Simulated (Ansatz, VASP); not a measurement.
Zn in VASP and in Ansatz

INCAR

```
SYSTEM = Zn
PREC = Accurate ; ENCUT = 520
EDIFF = 1E-7 ; ISMEAR = -1
SIGMA = 0.05 ; LREAL = .FALSE.
LASPH = .TRUE. ; NELM = 100
ALGO = Normal ; ISIF = 2
LWAVE = .FALSE. ; LCHARG = .FALSE.
GGA = PE ; NBANDS = 12
```

File KPOINTS:

```
Automatic mesh
0
G
  12 12 12
  0 0 0
```

The input POSCAR:

```
Zn
1.0
    0.0000000000      2.0033108028      2.0033108028
    2.0033108028      0.0000000000      2.0033108028
    2.0033108028      2.0033108028      0.0000000000
Zn
1
Direct
    0.0000000000      0.0000000000      0.0000000000
```

input.yaml

```yaml
crystal:
  lattice:
    - [0.0, 2.0033108028, 2.0033108028]
    - [2.0033108028, 0.0, 2.0033108028]
    - [2.0033108028, 2.0033108028, 0.0]
  atoms:
    - { symbol: Zn, position: [0.0, 0.0, 0.0] }
hamiltonian:
  xc: pbe
  pseudopotentials: { kind: paw }
kpoints:
  mp_grid: { grid: [12, 12, 12] }
scf:
  occupations: { method: fermi_dirac, width: 0.05 }
output:
  forces: true
  stress: true
  eigenvalues: true
```

Change from the starting cell: volume scaled by 1.06.

Alike in both runs: task single point; functional PBE; k mesh 12 × 12 × 12; occupations fermi-dirac, width 0.05 eV; no spin polarisation.

|  | VASP | Ansatz |
| --- | --- | --- |
| version | VASP 6.6.1 | Ansatz 0.2.0 |
| potentials or method | VASP PAW PBE potentials, release 64 (Zn) | Ansatz PAW |
| plane-wave cutoff (eV) | 520 | 420 |
| valence electrons in the cell | 12 | 12 |

VASP gave:

```
gap on the k mesh at the Fermi level (eV) : none
pressure (GPa)                            : -3.2
```

Question: Estimate Ansatz's values.

Answer: gap on the k mesh at the Fermi level (eV): none; pressure (GPa): -3.5.

A gap of «none» marks a metal or a gap that the smearing closes.
